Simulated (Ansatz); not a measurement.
Crystal: Hf.

```
Hf
1.0
    -1.80500    1.80500    1.80500
     1.80500   -1.80500    1.80500
     1.80500    1.80500   -1.80500
Hf
1
Direct
  0.00000 0.00000 0.00000
```

This isn't the form of Hf at room conditions, which is hcp.

| Item | Value |
| --- | --- |
| Program | Ansatz 0.2.0 |
| Task | relaxation of cell and atoms |
| Functional | PBEsol |
| Potentials or basis | Ansatz PAW |
| Cutoff | 420 eV (not typed: the program's choice for these potentials) |
| k mesh | 10 × 10 × 10 |
| Occupations | fermi-dirac, width 0.05 eV |
| Spin | no spin polarisation |

At the start: volume 23.52 Å³/atom.

How do energy, volume and symmetry change on relaxing?

It ends after 5 steps and the volume is 21.30 Å³/atom (-9.4 %); space group Im-3m (No. 229, to 0.05 Å).

Step by step:
```tsv
step	energy change (eV)	largest force (eV/Å)	volume (Å³)
1	0.0000	0.0000	23.52
2	-0.0504	0.0000	20.27
3	-0.0674	0.0000	21.41
4	-0.0676	0.0000	21.30
5	-0.0671	0.0000	21.30
```

Final structure:
```
Hf
1.0
    -1.74637    1.74637    1.74637
     1.74637   -1.74637    1.74637
     1.74637    1.74637   -1.74637
Hf
1
Direct
  0.00000 0.00000 0.00000
```

Caveat: the plane-wave basis is chosen anew once the cell has moved, so the energies of steps on either side of that aren't comparable; the PAW data sets come from PBE, with cores solved anew for the run's functional, which leaves a small shift of forces and pressure.
